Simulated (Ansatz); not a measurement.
**ZrN (Fm-3m): electronic heat capacity and spin susceptibility from the density of states**

Theory: DFT PBE, scalar-relativistic, plane waves, PAW in Ansatz.

Settings: cutoff 420 eV, Γ-centred mesh 16×16×16 on the computed 2-atom cell, Gaussian smearing of 0.10 eV; no spin polarisation.

Relaxed cell: Fm-3m, a = 4.595 Å, b = 4.595 Å, c = 4.595 Å, α = 90.00°, β = 90.00°, γ = 90.00°, 2 atoms in the primitive cell.

The density of states at the Fermi level is 0.681 states/eV in the cell of 2 atoms (1 formula unit; both spins, tetrahedra on a 24×24×24 mesh).

What Sommerfeld coefficient and Pauli susceptibility does this give?

Per formula unit N(E_F) = 0.681 states/eV. γ = (π²/3) k_B² N(E_F) N_A = 2.357 mJ/(mol K²) per state/eV, so γ = 1.6 mJ/(mol K²), a mole of formula units. χ_P = μ_B² N(E_F) N_A = 3.23×10⁻⁵ emu/mol per state/eV gives 2.2×10⁻⁵ emu/mol. This is the bare band result: a measured γ of the same phase is as a rule larger by a factor 1 + λ from phonons and spin fluctuations, the spin part of χ is larger by the Stoner factor, and a measured χ also holds orbital and core terms. N(E_F) at one energy is sensitive to the mesh where the density of states has sharp peaks.

Spin polarisation was left out, and a magnetic state may lie lower.